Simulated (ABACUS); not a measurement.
CdTe:

```
CELL_PARAMETERS angstrom
0.00000 3.20500 3.20500
3.20500 0.00000 3.20500
3.20500 3.20500 0.00000
ATOMIC_POSITIONS crystal
Te 0.75000 0.75000 0.75000
Cd 0.00000 0.00000 0.00000
```

Program: ABACUS 3.10.1. Alike in all runs: task single point; no spin polarisation; cell as given; smearing fermi-dirac 0.05 eV.

Q: Order these runs on this cell by their pressure, lowest first.
A. level BLYP; potentials or basis SG15 ONCV 1.2 PBE, DZP LCAO (the cutoffs set its grid); k mesh 6 × 6 × 6; cutoff (eV) 1401; SCF threshold on the density 1e-07; eigensolver genelpa; mesh quality not flagged
B. level B86bPBE; potentials or basis Ansatz NC PBE, plane waves; k mesh 6 × 6 × 6; cutoff (eV) 1129; SCF threshold on the density 1e-08; eigensolver dav; mesh quality not flagged
C. level revTPSS; potentials or basis SG15 ONCV 1.2 PBE, plane waves; k mesh 4 × 4 × 4; cutoff (eV) 1619; SCF threshold on the density 1e-08; eigensolver dav; mesh quality coarse

A: C (3.1 GPa), B (4.6 GPa), A (7.5 GPa).

Caveats: some runs use coarse meshes; the potentials were made for another functional, which shifts forces and pressure; the atomic orbitals were generated for these runs and aren't a published set (some runs); the basis of atomic orbitals isn't converged, which shifts pressures, moduli and gaps (some runs).

Not every run made on this cell is shown here.
